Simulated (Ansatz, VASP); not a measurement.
# ZnO (zincite): VASP beside Ansatz

Wanted: the spread between two codes on one cell, functional and k mesh. Other levels of theory on this material are compared in a session of their own.

Calculated with Ansatz 0.2.0; plane waves, with VASP 6.6.1 beside it; band structure at r2SCAN.

### 1. Set-up

The structure is hexagonal, space group P6_3mc (No. 186). Conventional cell: a = 3.249 Å, b = 3.249 Å, c = 5.206 Å, α = 90.00°, β = 90.00°, γ = 120.00°. Nearest to Zn lie 4 O at 1.97 to 1.98 Å. O has 4 Zn at 1.97 to 1.98 Å nearest. Farther neighbours and most contacts between anions are not listed.

As a file:

```cif
data_structure
_symmetry_space_group_name_H-M 'P6_3mc'
_symmetry_Int_Tables_number 186
_cell_length_a 3.2493
_cell_length_b 3.2493
_cell_length_c 5.2057
_cell_angle_alpha 90.000
_cell_angle_beta 90.000
_cell_angle_gamma 120.000
_cell_volume 47.60
loop_
_atom_site_label
_atom_site_type_symbol
_atom_site_symmetry_multiplicity
_atom_site_Wyckoff_symbol
_atom_site_fract_x
_atom_site_fract_y
_atom_site_fract_z
_atom_site_occupancy
Zn1 Zn 2 b 0.33333 0.66667 0.50000 1
O1 O 2 b 0.66667 0.33333 0.37901 1
```

### 2. Ansatz: band structure, r2SCAN

Ansatz runs on its default PAW (the set named soft_2) files.

Levels along a path test the potential and the projectors away from the mesh points.

Contents of input.yaml:

```yaml
crystal:
  lattice:
    - [3.249308, 0.0, 0.0]
    - [-1.624654, 2.8139832727, 0.0]
    - [0.0, 0.0, 5.205709]
  atoms:
    - { symbol: Zn, position: [0.3333333333, 0.6666666667, 0.5] }
    - { symbol: Zn, position: [0.6666666667, 0.3333333333, 0.0] }
    - { symbol: O, position: [0.6666666667, 0.3333333333, 0.37901] }
    - { symbol: O, position: [0.3333333333, 0.6666666667, 0.87901] }
hamiltonian:
  xc: r2scan
  pseudopotentials: { kind: paw }
kpoints:
  mp_grid: { grid: [5, 5, 3] }
  band_path:
    path:
      - [0.0, 0.0, 0.0]
      - [0.13333, 0.0, 0.0]
      - [0.3, 0.0, 0.0]
      - [0.46667, 0.0, 0.0]
      - [0.46667, 0.06667, 0.0]
      - [0.41111, 0.17778, 0.0]
      - [0.35556, 0.28889, 0.0]
      - [0.28889, 0.28889, 0.0]
      - [0.17778, 0.17778, 0.0]
      - [0.06667, 0.06667, 0.0]
      - [0.0, 0.0, 0.03333]
      - [0.0, 0.0, 0.2]
      - [0.0, 0.0, 0.36667]
      - [0.0, 0.0, 0.5]
      - [0.16667, 0.0, 0.5]
      - [0.3, 0.0, 0.5]
      - [0.46667, 0.0, 0.5]
      - [0.46667, 0.06667, 0.5]
      - [0.41111, 0.17778, 0.5]
      - [0.35556, 0.28889, 0.5]
      - [0.28889, 0.28889, 0.5]
      - [0.17778, 0.17778, 0.5]
      - [0.06667, 0.06667, 0.5]
      - [0.5, 0.0, 0.46667]
      - [0.5, 0.0, 0.3]
      - [0.5, 0.0, 0.13333]
      - [0.33333, 0.33333, 0.0]
      - [0.33333, 0.33333, 0.16667]
      - [0.33333, 0.33333, 0.33333]
      - [0.33333, 0.33333, 0.5]
    npoints: 1
scf:
  occupations: { method: gaussian, width: 0.02 }
  n_extra_bands: 8
output:
  forces: true
  stress: true
  eigenvalues: true
```

Command:

```console
$ ansatz run input.yaml --threads 2 --pin off --max-ram 4608MiB --backend cpu --events-out ev --progress --plain --runs-dir out
```

Numbers of over 12 decimals in the logs are rounded to 6 here.

What it wrote:

```text
scf.n_extra_bands = 8 over 18 filled bands (N_el = 36.0): the run solves 26 bands
Engine: ansatz 0.2.0, aarch64-unknown-linux-gnu
Pseudopotentials: kind: paw
Pseudopotential: Zn, paw, valence charge 12, recommended cutoff 500 eV (meta_gga), Zn.paw.azcp
Pseudopotential: O, paw, valence charge 6, recommended cutoff 500 eV (meta_gga), O.paw.azcp
Functional definition: r2SCAN
  parameter k0 = 0.174
  parameter k1 = 0.065
  parameter a1 = 4.9479
  exchange = r2scan_x(k0 = k0, k1 = k1, a1 = a1)
  correlation = r2scan_c
Crystal: 4 atoms, lattice volume = 47.598 Å³
Basis set: ecut = 500 eV, 1213 PW (Γ), exchange–correlation on 96×96×160 points (64 copies of the dense FFT grid, shifted against one another)
Bands: 26, of which v1, the nominal top of the filled ones, is band 18 counted from 1 (17 counted from 0)
Symmetry: 12 space group operations
Space group: P63mc (ITA 186), of the structure as read, at distance tolerance 3.6e-5 Å
k-points: 10 of 75 (time reversal used)
Non-local potential: Zn, projectors of the file, l = 0: 2, l = 1: 2, l = 2: 3, l = 3: 1
Non-local potential: O, projectors of the file, l = 0: 2, l = 1: 2, l = 2: 1
PAW form: soft (Blöchl's): semilocal exchange-correlation on the pseudo side does not see the compensation charge
PAW frozen core: Zn, regenerated for the run's functional (the file was generated under x = pbe(κ = 0.804, μ = 0.219515), c = pbe(β = 0.066725))
PAW frozen core: O, regenerated for the run's functional (the file was generated under x = pbe(κ = 0.804, μ = 0.219515), c = pbe(β = 0.066725))
PAW one-centre angular grid: Zn, 590 points (default); XC on 261 of its mesh's 2673 points in the sphere
PAW one-centre angular grid: O, 302 points (default); XC on 160 Gauss nodes
Initial density: superposition of atomic densities (neutral atoms: chi_scale 0, normalization atom), corrected by the library's trained network
Initial wavefunctions: pseudopotential atomic-orbital guess
Functional: x = r2scan, c = r2scan; τ floored in thin density (d = 2e-4 eV/Å³)
SCF iter   1: F=—  HF=-7789.825438 eV  |F-HF|=—  |Δ(HF+E_count)|=         —  Δρ=2.03e-2  dr2=9.62e-2  dr2_τ=9.91e-2  ethr=1.77e-3  ⟨swp⟩=6.3  Hψ=1218  notcnv=0
preconditioner: auto → Resta (q_TF=auto, 2.604 Å⁻¹)  ε∞=4.9  [insulator: Δε(μ)=1.377 eV  Ē_g=16.386 eV  σ=0.020 eV  W_gap=1.00  n_scr=22 (ndim 8)  ℏωp=32.3 eV  f_vac=0.034  D(μ)=0.00/eV (n_scr^D=0)  ε∞_Penn≈4.9]
SCF iter   2: F=—  HF=-7789.848541 eV  |F-HF|=—  |Δ(HF+E_count)|=   2.31e-2  Δρ=4.80e-3  dr2=8.84e-3  dr2_τ=6.88e-4  ethr=2.67e-4  ⟨swp⟩=2.3  Hψ=553  notcnv=0  defer=31
SCF iter   3: F=—  HF=-7789.845985 eV  |F-HF|=—  |Δ(HF+E_count)|=   2.56e-3  Δρ=4.71e-3  dr2=5.11e-3  dr2_τ=2.18e-4  ethr=2.46e-5  ⟨swp⟩=2.0  Hψ=438  notcnv=0  defer=31
SCF iter   4: F=—  HF=-7789.844902 eV  |F-HF|=—  |Δ(HF+E_count)|=   1.08e-3  Δρ=5.15e-4  dr2=1.09e-4  dr2_τ=3.15e-5  ethr=1.42e-5  ⟨swp⟩=3.0  Hψ=429  notcnv=0  defer=31
SCF iter   5: F=—  HF=-7789.844955 eV  |F-HF|=—  |Δ(HF+E_count)|=   5.35e-5  Δρ=2.79e-4  dr2=1.95e-5  dr2_τ=1.97e-6  ethr=3.02e-7  ⟨swp⟩=2.7  Hψ=446  notcnv=0  defer=31
SCF iter   6: F=—  HF=-7789.844978 eV  |F-HF|=—  |Δ(HF+E_count)|=   2.29e-5  Δρ=5.24e-5  dr2=1.79e-6  dr2_τ=4.75e-8  ethr=5.41e-8  ⟨swp⟩=2.1  Hψ=369  notcnv=0  defer=31
SCF iter   7: F=-7789.844978 eV  HF=-7789.844978 eV  |F-HF|=2.97e-8  |Δ(HF+E_count)|=   4.44e-8  Δρ=1.59e-5  dr2=9.36e-8  dr2_τ=9.09e-9  ethr=2.78e-10  ⟨swp⟩=7.3  Hψ=1380  notcnv=0
SCF 1 converged in 7 iterations: F = -7789.844978 eV  dr2 = 9.36e-8
  greatest PAW one-centre occupation: 0.987 electrons in one spin orbital (limit 2), on the Zn atom at site 0 (counted from 0), in its partial waves of l = 2
NSCF: frozen V_eff on 30 k-points
SCF converged after 7 iterations
Free energy (F): -7789.844978 eV
Harris-Foulkes:  -7789.844978 eV  (|F-HF|=2.97e-8)
Internal energy: -7789.844978 eV  (E = F + TS)
E sigma→0 (E₀):  -7789.844978 eV
Fermi energy:    7.467218 eV
--- Per-component energies (eV) ---
  E_band       = 46.557508
  E_kinetic    = 612.410952
  E_local      = -4017.905243  (includes V_loc(G=0)·N_el)
  E_nonlocal   = 1342.621038
  E_hartree    = 1657.797400
  E_xc         = -392.573228
  E_vxc        = -315.511161  (∫ρ·V_xc dr)
  E_paw        = -4029.173816  (= ΣΔE_a)
  E_vpaw       = -909.799778  (= ΣTr[D̂ρ^β])
  E_aug_tail   = 0.001783  (compensation charges beyond the density's cutoff)
  E_vtau       = 19.143388  (kinetic-family band-sum trace: ∫τ·v_τ [+ j·A + Jᵃ·Aᵃ] dr)
  E_ewald      = -2962.594745
  E_core_change = -0.429119  (= ΣΔE_core)
  E_smearing   = -0.000000  (= −TS)
  E_closure    = -0.000000  (closes the sum)
  Σ components = -7789.844978   (vs F -7789.844978, Δ=0.00e0)
--- Forces (eV/Å), atoms counted from 1 ---
  atom   1  Zn    -0.00000000    -0.00000000    -0.06956428
  atom   2  Zn     0.00000000     0.00000000    -0.06956428
  atom   3  O      0.00000000    -0.00000000     0.06968670
  atom   4  O      0.00000000     0.00000000     0.06968670
  max |Σ_I F_I| component: 2.45e-4 eV/Å
--- Stress (GPa, compression-positive) ---
       -1.617899       0.000000      -0.000000
        0.000000      -1.617899      -0.000000
       -0.000000      -0.000000      -0.126177
  P = ⅓ Tr σ = -1.1207 GPa (-11.207 kbar)
--- Band table (eV; the first three rows and the last of 10) ---
  k-point 0: bands = [... 14 lower, 6.0255, 6.7760, 6.8510, 6.8510, 8.0832, 12.6995, 15.7126, 20.5331, ... 4 higher]
  k-point 1: bands = [... 14 lower, 6.2362, 6.2362, 6.6493, 6.6493, 9.7092, 11.7396, 16.6233, 19.1927, ... 4 higher]
  k-point 2: bands = [... 14 lower, 5.5294, 5.5353, 6.4997, 6.5826, 9.9359, 14.0740, 15.6483, 17.8314, ... 4 higher]
  k-point 9: bands = [... 14 lower, 4.0733, 4.9628, 5.1894, 5.6539, 13.9805, 14.5904, 15.6194, 16.3092, ... 4 higher]
```

Elapsed: 3.4 s, on 2 threads of Arm Neoverse V2, shared host; peak memory 0.38 GiB.

The column dr2 measures how far the density is from self-consistency, as an energy; F and HF (Harris–Foulkes) agree once it is small.

### 3. VASP: band structure, r2SCAN

The same cell, functional, mesh and smearing now go to VASP, with its own data sets and cutoff.

Lines of VASP's logs that name or quote its potential files are left out, and so is its time.

Contents of INCAR:

```
SYSTEM = ZnO
PREC = Accurate
ENCUT = 520
EDIFF = 1E-06
NELM = 100
ISMEAR = 0
SIGMA = 0.02
LREAL = .FALSE.
ALGO = Normal
METAGGA = R2SCAN
LASPH = .TRUE.
NBANDS = 32
LORBIT = 11
LWAVE = .FALSE.
LCHARG = .FALSE.
KPAR = 8
```

Contents of POSCAR:

```
ZnO
1.0
    3.2493080000      0.0000000000      0.0000000000
   -1.6246540000      2.8139832727      0.0000000000
    0.0000000000      0.0000000000      5.2057090000
Zn O
2 2
Direct
    0.3333333333      0.6666666667      0.5000000000
    0.6666666667      0.3333333333      0.0000000000
    0.6666666667      0.3333333333      0.3790100000
    0.3333333333      0.6666666667      0.8790100000
```

Contents of KPOINTS:

```
Automatic mesh
0
Gamma
5 5 3
0 0 0
```

Contents of KPOINTS_OPT:

```
Line mode
16
Line-mode
Reciprocal
  0.00000000   0.00000000   0.00000000 GAMMA
  0.50000000   0.00000000   0.00000000 M

  0.50000000   0.00000000   0.00000000 M
  0.33333333   0.33333333   0.00000000 K

  0.33333333   0.33333333   0.00000000 K
  0.00000000   0.00000000   0.00000000 GAMMA

  0.00000000   0.00000000   0.00000000 GAMMA
  0.00000000   0.00000000   0.50000000 A

  0.00000000   0.00000000   0.50000000 A
  0.50000000   0.00000000   0.50000000 L

  0.50000000   0.00000000   0.50000000 L
  0.33333333   0.33333333   0.50000000 H

  0.33333333   0.33333333   0.50000000 H
  0.00000000   0.00000000   0.50000000 A

  0.50000000   0.00000000   0.50000000 L
  0.50000000   0.00000000   0.00000000 M

  0.33333333   0.33333333   0.00000000 K
  0.33333333   0.33333333   0.50000000 H
```

PAW data sets: Zn and O (PBE family, release 64).

Command:

```console
$ mpirun -np 8 vasp_std
```

What it wrote:

```text
[banner, memory and clock lines left out]
running    8 mpi-ranks, on    1 nodes
 distrk:  each k-point on    1 cores,    8 groups
 distr:  one band on    1 cores,    1 groups

 POSCAR found type information on POSCAR ZnO
 POSCAR found :  2 types and       4 ions
|                                                                             |
|           W    W    AA    RRRRR   N    N  II  N    N   GGGG   !!!           |
|           W    W   A  A   R    R  NN   N  II  NN   N  G    G  !!!           |
|           W    W  A    A  R    R  N N  N  II  N N  N  G       !!!           |
|           W WW W  AAAAAA  RRRRR   N  N N  II  N  N N  G  GGG   !            |
|           WW  WW  A    A  R   R   N   NN  II  N   NN  G    G                |
|           W    W  A    A  R    R  N    N  II  N    N   GGGG   !!!           |
|                                                                             |
|     For optimal performance we recommend to set                             |
|       NCORE = 2 up to number-of-cores-per-socket                            |
|     NCORE specifies how many cores store one orbital (NPAR=cpu/NCORE).      |
|     This setting can greatly improve the performance of VASP for DFT.       |
|     The default, NCORE=1 might be grossly inefficient on modern             |
|     multi-core architectures or massively parallel machines. Do your        |
|     Unfortunately you need to use the default for GW and RPA                |
|     calculations (for HF NCORE is supported but not extensively tested      |
|     yet).                                                                   |
|                                                                             |

|                                                                             |
|               ----> ADVICE to this user running VASP <----                  |
|                                                                             |
|     You enforced a specific xc type in the INCAR file but a different       |
|     [... a line on the potential file left out ...]
|     I HOPE YOU KNOW WHAT YOU ARE DOING!                                     |
|                                                                             |

 LDA part: xc-table for (None), standard interpolation
 POSCAR, INCAR and KPOINTS ok, starting setup
 FFT: planning ... GRIDC
 FFT: planning ... GRID_SOFT
 FFT: planning ... GRID
 WAVECAR not read
 entering main loop
       N       E                     dE             d eps       ncg     rms          rms(c)
DAV:   1     0.293017549378E+03    0.29302E+03   -0.17812E+04   664   0.169E+03
DAV:   2    -0.106883644502E+02   -0.30371E+03   -0.27654E+03   640   0.392E+02
DAV:   3    -0.459057149030E+02   -0.35217E+02   -0.34627E+02   776   0.125E+02
DAV:   4    -0.465895524955E+02   -0.68384E+00   -0.68325E+00   712   0.185E+01
DAV:   5    -0.465920719883E+02   -0.25195E-02   -0.25195E-02   760   0.116E+00    0.143E+01
DAV:   6    -0.360420974994E+02    0.10550E+02   -0.28061E+00   792   0.529E+01    0.101E+01
DAV:   7    -0.363049343501E+02   -0.26284E+00   -0.34385E+00   696   0.152E+01    0.502E+00
DAV:   8    -0.363269803229E+02   -0.22046E-01   -0.20203E-01   936   0.485E+00    0.250E+00
DAV:   9    -0.363119725275E+02    0.15008E-01   -0.58211E-02   680   0.210E+00    0.352E-01
DAV:  10    -0.363110700502E+02    0.90248E-03   -0.10507E-02   864   0.116E+00    0.106E-01
DAV:  11    -0.363116314891E+02   -0.56144E-03   -0.29515E-03   712   0.479E-01    0.866E-02
DAV:  12    -0.363114243443E+02    0.20714E-03   -0.17195E-04   760   0.129E-01    0.252E-02
DAV:  13    -0.363114193405E+02    0.50038E-05   -0.48356E-05   736   0.536E-02    0.836E-03
DAV:  14    -0.363114167027E+02    0.26378E-05   -0.86786E-06   832   0.259E-02    0.644E-03
DAV:  15    -0.363114156896E+02    0.10131E-05   -0.91244E-07   376   0.122E-02    0.403E-03
DAV:  16    -0.363114158417E+02   -0.15214E-06   -0.39781E-07   344   0.481E-03
   1 F= -.36311416E+02 E0= -.36311416E+02  d E =-.892393E-20
 Start KPOINTS_OPT (optional k-point list driver)
k-point batch [1-10\144]
       N       E                     dE             ncg
DAV:   1     0.164916011043E+04   -0.18420E+04      672
DAV:   2    -0.129105505501E+04   -0.29402E+04      640
DAV:   3    -0.163327021914E+04   -0.34222E+03      744
DAV:   4    -0.163988654037E+04   -0.66163E+01      712
DAV:   5    -0.163990690285E+04   -0.20362E-01      760
DAV:   6    -0.163990699829E+04   -0.95441E-04      712
DAV:   7    -0.163990699897E+04   -0.67602E-06      680
[...]
k-point batch [141-144\144]
       N       E                     dE             ncg
DAV:   1     0.967570306726E+04   -0.54982E+04      264
DAV:   2     0.850342731286E+04   -0.11723E+04      264
DAV:   3     0.837093881222E+04   -0.13249E+03      296
DAV:   4     0.836855996972E+04   -0.23788E+01      272
DAV:   5     0.836855288682E+04   -0.70829E-02      312
DAV:   6     0.836855285132E+04   -0.35496E-04      264
DAV:   7     0.836855285106E+04   -0.25590E-06      280
```

(Part 1 of 2 ends here.)

[Lines on the potential files, build, host, timing and source positions are cut from VASP's logs without a mark.]

[Logs are printed without paths, hosts, clocks, repeated set-up lines and the standing remarks that a program may print on its own settings, such as how far it seeks lower states.]

[Hosts, paths, dates, database ids (printed as entryN), source tags and the programs' standing remarks are cut or masked in the printed files.]
